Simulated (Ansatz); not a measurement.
# SiC (Moissanite): the cost of one run

Program: Ansatz 0.2.0. Level of theory: DFT, PBE, plane-wave PAW, default files, scalar-relativistic, frozen cores. These are calculated values, not measurements.

## 1. The starting structure

It takes space group P6_3mc (No. 186, hexagonal). Conventional cell: a = 3.076 Å, b = 3.076 Å, c = 5.048 Å, α = 90.00°, β = 90.00°, γ = 120.00°. Si (site symmetry 3m) has 4 C at 1.87 to 1.94 Å as nearest neighbours. Around C (site symmetry 3m) lie 4 Si at 1.87 to 1.94 Å.

As a file:

```xyz
4
Lattice="3.0760 0.0000 0.0000 -1.5380 2.6639 0.0000 0.0000 0.0000 5.0480" Properties=species:S:1:pos:R:3 pbc="T T T"
Si    0.0000    1.7759    0.0000
Si    1.5380    0.8880    2.5240
C     0.0000    1.7759    1.9435
C     1.5380    0.8880    4.4675
```

The earlier run gave: gap on the mesh 2.39 eV, largest force 0.753 eV/Å, pressure 3.7 GPa.

Site by site (atoms counted from 1):

| site | atoms | first shell | V_zz (10²¹ V/m²) | η | C_Q (MHz) |
| --- | --- | --- | --- | --- | --- |
| Si | 1, 2 | 4 C at 1.87–1.94 Å | 1.59 | 0.00 | – |
| C | 3, 4 | 4 Si at 1.87–1.94 Å | 0.23 | 0.00 | – |

C_Q = eQV_zz/h, which is 24.18 MHz for Q = 1 b and V_zz = 10²¹ V/m²; η = (V_xx − V_yy)/V_zz. Q values from Pyykkö, Mol. Phys. 116, 1328 (2018). A dash under C_Q marks elements without a common quadrupolar isotope.

## 2. Z stretched by -3 %, ions relaxed

File input.yaml:

```yaml
crystal:
  lattice:
    - [3.076, 0.0, 0.0]
    - [-1.538, 2.663894142, 0.0]
    - [0.0, 0.0, 4.89656]
  atoms:
    - { symbol: Si, position: [0.3333333333, 0.6666666667, 0.0044955126] }
    - { symbol: Si, position: [0.6666666667, 0.3333333333, 0.5044955126] }
    - { symbol: C, position: [0.3333333333, 0.6666666667, 0.3805044874] }
    - { symbol: C, position: [0.6666666667, 0.3333333333, 0.8805044874] }
kpoints:
  mp_grid: { grid: [16, 16, 9] }
scf:
  occupations: { method: fermi_dirac, width: 0.02 }
hamiltonian:
  xc: pbe
  pseudopotentials: { kind: paw, frozen_core: stored }
output:
  forces: true
  stress: true
  populations: true
  efg: {}
  write_density: true
  write_potential: true
  elf: true
  volumetric_format: npy
relax:
  f_tol: 0.02
  max_steps: 60
```

The run is started by

```bash
$ ansatz run input.yaml --threads 1 --pin off --max-ram 3072MiB --backend cpu --events-out ev --progress --plain --runs-dir out
```

Q: Estimate wall time and peak memory on 1 thread of Intel Xeon at 2.50GHz (Skylake/Cascade Lake), shared host.

About 55 s, with a peak of 0.43 GiB.
